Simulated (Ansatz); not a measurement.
## SnO2 monolayer (1T) under biaxial strain in the plane of the sheet

Aim: how do the optical modes of SnO2 monolayer (1T) shift and split under this strain?

Program: Ansatz 0.2.0. Level of theory: DFT PBE, scalar-relativistic, plane waves, PAW; PAW set soft_1. Results are calculated unless marked as measured.

**1. Set-up**

The cell holds 3 atoms: 1 Sn and 2 O. Cell: a = 3.320 Å, b = 3.320 Å, c = 28.308 Å, α = 90.0°, β = 90.0°, γ = 120.0°. Vacuum lies along c. The height across the vacuum is the one that the program set for its solve, not the one typed.

Structure file:

```cif
data_structure
_symmetry_space_group_name_H-M 'P 1'
_symmetry_Int_Tables_number 1
_cell_length_a 3.3200
_cell_length_b 3.3200
_cell_length_c 28.3080
_cell_angle_alpha 90.000
_cell_angle_beta 90.000
_cell_angle_gamma 120.000
_cell_volume 270.22
loop_
_atom_site_label
_atom_site_type_symbol
_atom_site_fract_x
_atom_site_fract_y
_atom_site_fract_z
_atom_site_occupancy
Sn1 Sn 0.00000 0.00000 0.35326 1
O2 O 0.33333 0.66667 0.39307 1
O3 O 0.66667 0.33333 0.31344 1
```

**2. A rough relaxation first**

A rough relaxation comes first, because large forces or stress need no tight tolerances yet. The program lengthens the typed cell of 20.0 Å along the normal to 28.3 Å, as its cut-off of the electrostatics needs, and moves no atom.

The input, input.yaml:

```yaml
crystal:
  lattice:
    - [3.32, 0.0, 0.0]
    - [-1.66, 2.8752, 0.0]
    - [0.0, 0.0, 20.0]
  atoms:
    - { symbol: Sn, position: [0.0, 0.0, 0.5] }
    - { symbol: O, position: [0.333333, 0.666667, 0.55635] }
    - { symbol: O, position: [0.666667, 0.333333, 0.44365] }
  periodic: [true, true, false]
kpoints:
  mp_grid: { grid: [9, 9, 1] }
hamiltonian:
  xc: pbe
  pseudopotentials: { kind: paw, azcp: { folder: soft_1 } }
scf:
  occupations: { method: gaussian, width: 0.1 }
output:
  forces: true
  stress: true
  eigenvalues: true
relax:
  adjacent_minimum: "off"
  f_tol: 0.05
  max_steps: 80
  cell: { stress_2d_tol: 0.02 }
```

On the command line:

```bash
$ ansatz run input.yaml --threads 4 --pin off --max-ram 16384MiB --backend cpu --events-out ev --progress --plain --runs-dir out
```

Numbers of over 12 decimals in the logs are rounded to 6 here.

The log of the run:

```text
[...]
F+E_penalty+E_count = -7158.61406182 eV   max|allowed force component| = 4.226e-4 eV/Å   (the final SCF, on the basis selected at the relaxed cell)
  cell:  # Å, volume = 255.3362 Å³
    - [3.227277, 0.0, 0.0]
    - [-1.613639, 2.794904, 0.0]
    - [0.0, 0.0, 28.308]
  atoms:
    - { symbol: Sn, position: [0, 0, 0.353257] }
    - { symbol: O, position: [0.333333, 0.666667, 0.388984] }
    - { symbol: O, position: [0.666667, 0.333333, 0.317530] }
[key lines of the parts left out:]
SCF converged after 6 iterations
Free energy (F): -7158.614062 eV
Fermi energy:    -7.011800 eV
P = ½ c Tr σ = -0.0014 N/m
```

The job ended after 8.3 s (4 threads of Arm Neoverse V2, shared host; peak memory 0.51 GiB).

The steps of the relaxation:

```
step  energy less that of the first step (eV)  largest force component (eV/Å)  volume (Å³)
   1                                   0.0000                          1.6935       270.22
   2                                  -0.2911                          0.5404       265.17
   3                                  -0.3466                          0.0027       257.20
   4                                  -0.3481                          0.0080       255.34
   5                                  -0.3480                          0.0001       255.60
  6*                                  -0.3450                          0.0000       255.60
   7                                  -0.3451                          0.0004       255.34
  8*                                  -0.3450                          0.0004       255.34
```

Relaxation steps marked * repeat the geometry before them on a plane-wave basis chosen anew for their cell, so energy and pressure can jump there.

Forces are held to the 12 operations that the run works with; a distortion that breaks them can't arise in this run.

```
cell as run  before  after  change
      a (Å)   3.320  3.227  -2.8 %
      b (Å)   3.320  3.227  -2.8 %
```

The atoms that moved most (Å, along periodic axes as changes of fractional coordinates times the final cell, across vacuum about the mean position):

```
atom     dx     dy      dz  length
  O3  0.000  0.000   0.116   0.116
  O2  0.000  0.000  -0.116   0.116
```

The relaxed structure:

```xyz
3
Lattice="3.2273 0.0000 0.0000 -1.6136 2.7949 0.0000 0.0000 0.0000 28.3080" Properties=species:S:1:pos:R:3
Sn    0.0000    0.0000   10.0000
O     0.0000    1.8633   11.0114
O     1.6136    0.9316    8.9886
```

Numbers from this step:

- gap on the k-mesh: 2.620 eV
- area per atom: 3.007 Å²

The relaxation ends with a largest force component of 4.2e-4 eV/Å.

**3. Bringing the structure to rest**

Harmonic phonons are second derivatives at a point where the forces vanish, and they are wanted at zero stress, so atoms and cell are relaxed first.

The input, input.yaml:

```yaml
crystal:
  lattice:
    - [3.2272770113, 0.0, 0.0]
    - [-1.6136385057, 2.7949038768, 0.0]
    - [0.0, 0.0, 28.308]
  atoms:
    - { symbol: Sn, position: [0.0, 0.0, 0.3532570298] }
    - { symbol: O, position: [0.3333333333, 0.6666666667, 0.3889838098] }
    - { symbol: O, position: [0.6666666667, 0.3333333333, 0.3175302498] }
  periodic: [true, true, false]
kpoints:
  mp_grid: { grid: [9, 9, 1] }
hamiltonian:
  xc: pbe
  pseudopotentials: { kind: paw, azcp: { folder: soft_1 } }
scf:
  occupations: { method: gaussian, width: 0.02 }
output:
  forces: true
  stress: true
  eigenvalues: true
  write_density: true
  write_potential: true
  elf: true
  volumetric_format: npy
relax:
  adjacent_minimum: "off"
  f_tol: 0.005
  max_steps: 80
  cell: { stress_2d_tol: 0.02 }
```

The log of the run:

```text
[...]
Crystal: 3 atoms, lattice volume = 255.336 Å³
Basis set: ecut = 420 eV, 5075 PW (Γ), exchange–correlation on 48×48×384 points (8 copies of the dense FFT grid, shifted against one another)
Bands: 17, of which v1, the nominal top of the filled ones, is band 13 counted from 1 (12 counted from 0)
Symmetry: 12 space group operations
[...]
k-points: 12 of 81
[...]
SCF iter   1: F=—  HF=-7161.563093 eV  |F-HF|=—  |Δ(HF+E_count)|=         —  Δρ=6.24e-2  dr2=1.06e1  ethr=3.10e-3  ⟨swp⟩=13.3  Hψ=1833  notcnv=0
[...]
SCF iter   8: F=-7158.614062 eV  HF=-7158.614062 eV  |F-HF|=5.00e-9  |Δ(HF+E_count)|=   6.48e-8  Δρ=2.31e-6  dr2=8.29e-9  ethr=3.85e-10  ⟨swp⟩=22.7  Hψ=2652  notcnv=0
SCF 1 converged in 8 iterations: F = -7158.614062 eV  dr2 = 8.29e-9
[...]
relax step   1: F+E_penalty+E_count = -7158.61406182 eV  Δ(F+E_penalty+E_count) = +0.000e0 eV  max|allowed force component| = 4.158e-4 eV/Å  Δτ_max = 0.0000 Å  P = -0.001 N/m  Ω = 255.336 Å³  fix = [c, alpha, beta]  reactions: c +0.000 N/m  (8 SCF iters, dr2 threshold 1.00e-7 eV, accepted)
[...]
SCF iter   6: F=-7158.614062 eV  HF=-7158.614062 eV  |F-HF|=1.09e-11  |Δ(HF+E_count)|=  1.91e-11  Δρ=2.21e-8  dr2=1.38e-12  ethr=1.00e-12  ⟨swp⟩=12.2  Hψ=1734  notcnv=0
SCF 2 converged in 6 iterations: F = -7158.614062 eV  dr2 = 1.38e-12
relax step   2: F+E_penalty+E_count = -7158.61406182 eV  Δ(F+E_penalty+E_count) = -1.012e-9 eV  max|allowed force component| = 4.223e-4 eV/Å  Δτ_max = 0.0000 Å  P = -0.001 N/m  Ω = 255.336 Å³  fix = [c, alpha, beta]  reactions: c +0.000 N/m  stress off target by 1.36e-3 N/m on what of the cell is left free  SCF on the basis re-selected at this cell (its energy is not comparable with the rows above)  (6 SCF iters)
basis re-selected at this cell: Δ(F+E_penalty+E_count) = -1.012e-9 eV, ΔP = -0.000 N/m vs the last step (what re-selecting the basis moved, of the pressure what is left beyond the Pulay correction that the steps carried, after the strain that the cell walked since its last selection, with what the two solves' SCF thresholds leave and, on support functions, any second-order correction that the steps lacked; it is no m [...]
SCF converged after 6 iterations
Free energy (F): -7158.614062 eV
[...]
Internal energy: -7158.614062 eV  (E = F + TS)
E sigma→0 (E₀):  -7158.614062 eV
Fermi energy:    -7.015090 eV
[...]
--- Forces (eV/Å), atoms counted from 1 ---
  atom   1  Sn     0.00000000     0.00000000     0.00000000
  atom   2  O     -0.00000000     0.00000000     0.00042225
  atom   3  O      0.00000000    -0.00000000    -0.00042225
  max |Σ_I F_I| component: 9.25e-18 eV/Å
--- 2D stress c σ (N/m, compression-positive) ---
       -0.001361       0.000000       0.000000
        0.000000      -0.001361       0.000000
        0.000000       0.000000       0.000000
  P = ½ c Tr σ = -0.0014 N/m
--- Band table (eV; the first three rows and the last of 12) ---
  k-point 0: bands = [... 9 lower, -9.4739, -9.0372, -9.0372, -8.8768, -5.7053, -2.5570, -0.2211, -0.2086]
  k-point 1: bands = [... 9 lower, -9.7819, -9.3346, -8.9013, -8.6206, -5.1253, -2.1376, -0.0420, 0.0377]
  k-point 2: bands = [... 9 lower, -10.3243, -9.5471, -8.7747, -8.4941, -4.0110, -1.3569, 0.3685, 0.7739]
  k-point 11: bands = [... 9 lower, -11.8020, -10.8394, -8.4613, -8.4613, -2.0804, 1.4935, 1.9906, 1.9906]
--- Relaxed structure (1 steps of the walk, 1 accepted, 1 SCFs on fresh bases) ---
[...]
cell:  # Å, volume = 255.3362 Å³
    - [3.227277, 2.8867585863781498e-11, 0.0]
    - [-1.613639, 2.794904, 0.0]
    - [0.0, 0.0, 28.308]
  atoms:
    - { symbol: Sn, position: [0.0, 0.0, 0.353257] }
    - { symbol: O, position: [0.333333, 0.666667, 0.388984] }
    - { symbol: O, position: [0.666667, 0.333333, 0.317530] }
```

Elapsed: 2.6 s, on 4 threads; peak memory 0.51 GiB.

Little changed from the start: no atom moved by 0.005 Å and no cell edge by 0.1 %.

Valence density in the ac plane at fractional y = 0.000, with atoms of Sn within 0.2 Å of it. It is the smooth field of the valence electrons, not physical close to the nuclei.

Ten steps, logarithmic in the rise over the least value, from '_' (0.00 × 1e0 e/Å³) to '@' (9.12 × 1e0 e/Å³), each cell a mean:
```
__________________________________
__________________________________
__________________________________
__________________________________
__________________________________
__________________________________
__________________________________
__________________________________
__________________________________
__________________________________
__________________________________
__________________________________
__________________________________
__________________________________
++====--::::::--------::::::--====
@@@@%%##++----::::::::----++##%%@@
------::::::::::----::::::::::----
__________________________________
__________________________________
__________________________________
__________________________________
__________________________________
__________________________________
__________________________________
```
Columns run along a (3.2 Å), rows up along c (28.3 Å). Atoms in or near the plane, at fractional coordinates: Sn at (0.00, 0.35).

Electrostatic potential energy in the ac plane at fractional y = 0.000, with atoms of Sn within 0.2 Å of it. With pseudopotentials it is smooth inside the atoms' cores, unlike the true potential.

Ten even steps from '0' (-19 eV) to '9' (0 eV), each cell a mean:
```
99999999999999999
99999999999999999
99999999999999999
99999999999999999
99999999999999999
99999999999999999
99999999999999999
99999999999999999
99999999999999999
99999999999999999
99999999999999999
99999999999999999
99999999999999999
99999999999999999
33345677777765433
76200035665300026
44456778888776544
99999999999999999
99999999999999999
99999999999999999
99999999999999999
99999999999999999
99999999999999999
99999999999999999
```
Columns run along a (3.2 Å; values clipped at the 3rd and 97th percentile), rows up along c (28.3 Å). Atoms in or near the plane, at fractional coordinates: Sn at (0.00, 0.35).

ELF in the ac plane at fractional y = 0.000, with atoms of Sn within 0.2 Å of it. It is the smooth field of the valence electrons, not physical close to the nuclei.

Ten even steps from '0' (0.00) to '9' (0.53), each cell a mean:
```
00000000000000000
00000000000000000
00000000000000000
00000000000000000
00000000000000000
00000000000000000
00000000000000000
00000000000000000
00000000000000000
00000000000000000
00000000000000000
00000000000000000
00000000000000000
00000123333210000
22223579999753222
00023333333333200
22223579999753222
00000112222110000
00000000000000000
00000000000000000
00000000000000000
00000000000000000
00000000000000000
00000000000000000
```
Columns run along a (3.2 Å), rows up along c (28.3 Å). Atoms in or near the plane, at fractional coordinates: Sn at (0.00, 0.35).

**4. Tight relaxation**

Phonons need small forces and stress, so the relaxation is finished with tight tolerances on 9×9×1 k points.

input.yaml, as its differences from that of step 3:

```diff
@@ -16,3 +16,3 @@
 scf:
-  occupations: { method: gaussian, width: 0.02 }
+  occupations: { method: fixed }
 output:
@@ -27,4 +27,4 @@
   adjacent_minimum: "off"
-  f_tol: 0.005
-  max_steps: 80
-  cell: { stress_2d_tol: 0.02 }
+  f_tol: 0.001
+  max_steps: 60
+  cell: { stress_2d_tol: 0.002 }
```

The log of the run:

```text
[...]
Crystal: 3 atoms, lattice volume = 255.336 Å³
Basis set: ecut = 420 eV, 5075 PW (Γ), exchange–correlation on 48×48×384 points (8 copies of the dense FFT grid, shifted against one another)
Bands: 17, of which v1, the nominal top of the filled ones, is band 13 counted from 1 (12 counted from 0)
Symmetry: 12 space group operations
[...]
k-points: 12 of 81
[...]
--- Relaxed structure (1 steps of the walk, 1 accepted, 1 SCFs on fresh bases) ---
[...]
cell:  # Å, volume = 255.3362 Å³
    - [3.227277, 2.8867585863781498e-11, 0.0]
    - [-1.613639, 2.794904, 0.0]
    - [0.0, 0.0, 28.308]
  atoms:
    - { symbol: Sn, position: [0.0, 0.0, 0.353257] }
    - { symbol: O, position: [0.333333, 0.666667, 0.388984] }
    - { symbol: O, position: [0.666667, 0.333333, 0.317530] }
[key lines of the parts left out:]
SCF converged after 9 iterations
Free energy (F): -7158.614062 eV
Fermi energy:    -8.325157 eV
P = ½ c Tr σ = -0.0014 N/m
```

It took 3 s on 4 threads; peak memory 0.51 GiB; 11 s of CPU time.

Little changed from the start: no atom moved by 0.005 Å and no cell edge by 0.1 %.

Valence density in the ac plane at fractional y = 0.000, with atoms of Sn within 0.2 Å of it. It is the smooth field of the valence electrons, not physical close to the nuclei.

Ten steps, logarithmic in the rise over the least value, from '_' (0.00 × 1e0 e/Å³) to '@' (9.12 × 1e0 e/Å³), each cell a mean:
```
__________________________________
__________________________________
__________________________________
__________________________________
__________________________________
__________________________________
__________________________________
__________________________________
__________________________________
__________________________________
__________________________________
__________________________________
__________________________________
__________________________________
++====--::::::--------::::::--====
@@@@%%##++----::::::::----++##%%@@
------::::::::::----::::::::::----
__________________________________
__________________________________
__________________________________
__________________________________
__________________________________
__________________________________
__________________________________
```
Columns run along a (3.2 Å), rows up along c (28.3 Å). Atoms in or near the plane, at fractional coordinates: Sn at (0.00, 0.35).

ELF in the ac plane at fractional y = 0.000, with atoms of Sn within 0.2 Å of it. It is the smooth field of the valence electrons, not physical close to the nuclei.

Ten even steps from '_' (0.00) to '@' (0.53), each cell a mean:
```
__________________________________
__________________________________
__________________________________
__________________________________
__________________________________
__________________________________
__________________________________
__________________________________
__________________________________
__________________________________
__________________________________
__________________________________
__________________________________
__________..::--------::..________
::::::::--++##@@@@@@@@##++--::::::
______::--------------------::____
::::::::--++##@@@@@@@@##++--::::::
__________....::::::::....________
__________________________________
__________________________________
__________________________________
__________________________________
__________________________________
__________________________________
```
Columns run along a (3.2 Å), rows up along c (28.3 Å). Atoms in or near the plane, at fractional coordinates: Sn at (0.00, 0.35).

Electrostatic potential energy in the ac plane at fractional y = 0.000, with atoms of Sn within 0.2 Å of it. With pseudopotentials it is smooth inside the atoms' cores, unlike the true potential.

Ten even steps from '_' (-19 eV) to '@' (0 eV), each cell a mean:
```
@@@@@@@@@@@@@@@@@@@@@@@@@@@@@@@@@@
@@@@@@@@@@@@@@@@@@@@@@@@@@@@@@@@@@
@@@@@@@@@@@@@@@@@@@@@@@@@@@@@@@@@@
@@@@@@@@@@@@@@@@@@@@@@@@@@@@@@@@@@
@@@@@@@@@@@@@@@@@@@@@@@@@@@@@@@@@@
@@@@@@@@@@@@@@@@@@@@@@@@@@@@@@@@@@
@@@@@@@@@@@@@@@@@@@@@@@@@@@@@@@@@@
@@@@@@@@@@@@@@@@@@@@@@@@@@@@@@@@@@
@@@@@@@@@@@@@@@@@@@@@@@@@@@@@@@@@@
@@@@@@@@@@@@@@@@@@@@@@@@@@@@@@@@@@
@@@@@@@@@@@@@@@@@@@@@@@@@@@@@@@@@@
@@@@@@@@@@@@@@@@@@@@@@@@@@@@@@@@@@
@@@@@@@@@@@@@@@@@@@@@@@@@@@@@@@@@@
@@@@@@@@@@@@@@@@@@@@@@@@@@@@@@@@@@
------==++**############**++==----
##**::______--++****++--______::**
======++**####%%%%%%%%####**++====
@@@@@@@@@@@@@@@@@@@@@@@@@@@@@@@@@@
@@@@@@@@@@@@@@@@@@@@@@@@@@@@@@@@@@
@@@@@@@@@@@@@@@@@@@@@@@@@@@@@@@@@@
@@@@@@@@@@@@@@@@@@@@@@@@@@@@@@@@@@
@@@@@@@@@@@@@@@@@@@@@@@@@@@@@@@@@@
@@@@@@@@@@@@@@@@@@@@@@@@@@@@@@@@@@
@@@@@@@@@@@@@@@@@@@@@@@@@@@@@@@@@@
```
Columns run along a (3.2 Å; values clipped at the 3rd and 97th percentile), rows up along c (28.3 Å). Atoms in or near the plane, at fractional coordinates: Sn at (0.00, 0.35).

The largest force component left is 0.42 meV/Å, within the tolerances set.

(Part 1 of 2 ends here.)

[Logs are printed without paths, hosts, clocks, repeated set-up lines and the standing remarks that a program may print on its own settings, such as how far it seeks lower states.]

[Hosts, paths, dates, database ids (printed as entryN), source tags and the programs' standing remarks are cut or masked in the printed files.]
